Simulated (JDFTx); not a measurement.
CuO:

```
Cu O
1.0
     2.83633    0.00000    0.00000
    -1.41816    2.45633    0.00000
     0.00000    0.00000    2.76811
Cu O
1 1
Direct
  0.00000 0.00000 0.00000
  0.66667 0.33333 0.50000
```

Measurements of this composition are mostly on another form, of space group No. 15.

- Program: JDFTx 1.7.0 (patched build)
- Task: relaxation of cell and atoms
- Functional: PBE
- Potentials or basis: SPMS-PBE-1.0 with smoothed tails
- Cutoff: 1361 eV
- Density cutoff: 10885 eV
- k mesh: 6 × 6 × 5
- Occupations: fermi-dirac, width 0.05 eV
- Spin: no spin polarisation

At the start: pressure -0.7 GPa; volume 9.64 Å³/atom.

**Question.** How do energy, volume and symmetry change on relaxing?

**Answer.** Over 7 steps the energy falls by 10.3 meV/atom and the volume is 9.68 Å³/atom (+0.4 %); space group P-6m2 (No. 187, to 0.05 Å).

Step by step:
```csv
step,energy change (eV),largest force (eV/Å),pressure (GPa),volume (Å³)
1,0.0000,0.0000,-0.74,19.29
2,-0.0046,0.0000,-0.39,19.26
3,-0.0192,0.0000,1.17,19.20
4,-0.0203,0.0000,-0.87,19.45
5,-0.0207,0.0000,0.24,19.33
6,-0.0207,0.0000,0.03,19.36
7,-0.0207,0.0000,0.00,19.36
```

Final structure:
```
Cu O
1.0
     2.88617    0.00000    0.00000
    -1.44309    2.49950    0.00000
     0.00000    0.00000    2.68403
Cu O
1 1
Cartesian
  0.0000 0.0000 0.0000
  1.4431 0.8332 1.3420
```

Caveat: the k mesh is coarse (spacing up to 0.45 Å⁻¹), so the values aren't converged; an odd number of electrons without spin polarisation forces a metal; a magnetic or distorted state may lie lower; the run has no spin polarisation, though such a crystal can be magnetic.
